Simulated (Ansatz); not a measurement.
Isolated molecules relaxed with PBE0-D4/def2-TZVP in Ansatz; ΔE leaves out vibrations. CCSD(T)/CBS adds triple-zeta CCSD(T) − MP2 to the extrapolated MP2 energy (def2 sets, frozen cores). This one scheme is used for every species.

Consider the adduct formation: `CC(C)=O` + `[AlH3]` → `CC(C)=[O+][AlH3-]`.

`CC(C)=O`:

Cartesian coordinates in Å:
```
C -1.187 -0.249 0.436
C -0.033 0.638 0.049
C 1.203 -0.057 -0.460
O -0.095 1.839 0.142
H -1.444 -0.925 -0.384
H -0.902 -0.877 1.285
H -2.051 0.357 0.705
H 0.976 -0.574 -1.396
H 1.997 0.668 -0.628
H 1.535 -0.820 0.250
```

`[AlH3]`:

Z-matrix (Å, degrees):
```
Al
H 1 1.586
H 1 1.586 2 120.0
H 1 1.586 2 120.0 3 -179.9
```

`CC(C)=[O+][AlH3-]`:

Cartesian coordinates in Å:
```
C -1.706 -0.476 1.067
C -0.474 -0.124 0.316
C 0.498 0.828 0.905
O -0.278 -0.626 -0.789
Al 1.243 -0.337 -1.984
H -2.278 0.436 1.265
H -1.429 -0.884 2.044
H -2.312 -1.191 0.515
H 0.193 1.195 1.883
H 0.637 1.658 0.204
H 1.474 0.332 0.963
H 2.428 -0.804 -1.001
H 1.124 1.258 -2.161
H 0.881 -1.265 -3.227
```

```json
{"species": "`CC(C)=O`", "MP2/def2-SVP energy (Eh)": "-192.41673"}
{"species": "`[AlH3]`", "MP2/def2-SVP energy (Eh)": "-243.63176"}
{"species": "`CC(C)=[O+][AlH3-]`", "MP2/def2-SVP energy (Eh)": "-436.08858"}
```

**Question.** Work out ΔE.

**Answer.** ΔE = (-436.08858) − (-192.41673) − (-243.63176) = -0.04009 Eh = -1.09 eV. CCSD(T)/CBS gives -1.09 eV.

Largest T1 diagnostic among the species: 0.014.

From PBE to PBE0 (25 % exact exchange), in def2-TZVPP and without D4, ΔE moves by −0.04 eV. The D4 term adds −0.15 eV with B3LYP and −0.09 eV with PBE0; it sums over pairs of atoms, weighted by their polarisabilities, and B3LYP, whose exchange is more repulsive, gets the larger term. In def2-TZVPP, CCSD(T) changes the Hartree–Fock value by −0.16 eV (the triples alone add −0.03 eV) and MP2 by −0.15 eV.

B3LYP here is the variant with VWN-RPA as its local correlation; programs differ in this.
